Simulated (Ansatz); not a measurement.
**BN in Ansatz: the effect of functional**

The system is BN.

```
CELL_PARAMETERS angstrom
1.26759 0.73184 3.41732
-1.26759 0.73184 3.41732
0.00000 -1.46368 3.41732
ATOMIC_POSITIONS crystal
N 0.66724 0.66724 0.66724
B 0.00033 0.00033 0.00033
```

The cell is a database's computed one.

The cell isn't the ideal one: volume scaled by 1.04.

Alike in all runs:

```yaml
Program: Ansatz 0.2.0
Task: single point
Potentials_or_basis: Ansatz PAW
k_mesh: 12 × 12 × 12
Occupations: fermi-dirac, width 0.05 eV
Spin: no spin polarisation
```

Problem. One run gave: gap on the mesh 4.14 eV; pressure -8.1 GPa. Which functional did it use?
A. PBEsol
B. r2SCAN
C. LDA

Solution. A.

```csv
functional,cutoff,gap on the mesh (eV),pressure (GPa)
LDA,420 eV (not typed: the program's choice for these potentials),4.06,-12.8
PBEsol,420 eV (not typed: the program's choice for these potentials),4.14,-8.1
r2SCAN,500 eV (not typed: the program's choice for these potentials),4.75,-9.3
```

Caveats: the PAW data sets come from PBE, with cores solved anew for the run's functional, which leaves a small shift of forces and pressure.

A k mesh can miss the band edges.
